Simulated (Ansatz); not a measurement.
TiTe2:

```
CELL_PARAMETERS angstrom
3.77700 0.00000 0.00000
-1.88850 3.27098 0.00000
0.00000 0.00000 6.49800
ATOMIC_POSITIONS crystal
Te 0.33333 0.66667 0.73720
Te 0.66667 0.33333 0.26280
Ti 0.00000 0.00000 0.00000
```

Base run:

| Item | Value |
| --- | --- |
| Program | Ansatz 0.2.0 |
| Functional | PBEsol |
| Potentials or basis | Ansatz PAW |
| Cutoff | 420 eV (not typed: the program's choice for these potentials) |
| k mesh | 8 × 8 × 4 |
| Occupations | fermi-dirac, width 0.05 eV |
| Spin | no spin polarisation |

Its results: band gap on the k mesh none (metal or under the smearing width); pressure -2.3 GPa; largest force 0.128 eV/Å.

Problem. The run is repeated on the same cell with these changes: functional from PBEsol to RPBE. What comes out?

Solution. Band gap on the k mesh none (metal or under the smearing width); pressure 2.8 GPa; largest force 0.093 eV/Å.

RPBE binds less tightly than PBEsol, so the same cell stands under more pressure.

Caveats: spin-orbit coupling is left out, which moves the levels of the heavy elements; this functional lacks dispersion, which binds the layers, so the pressure and a relaxed spacing across them are unreliable; the PAW data sets come from PBE, with cores solved anew for the run's functional, which leaves a small shift of forces and pressure.
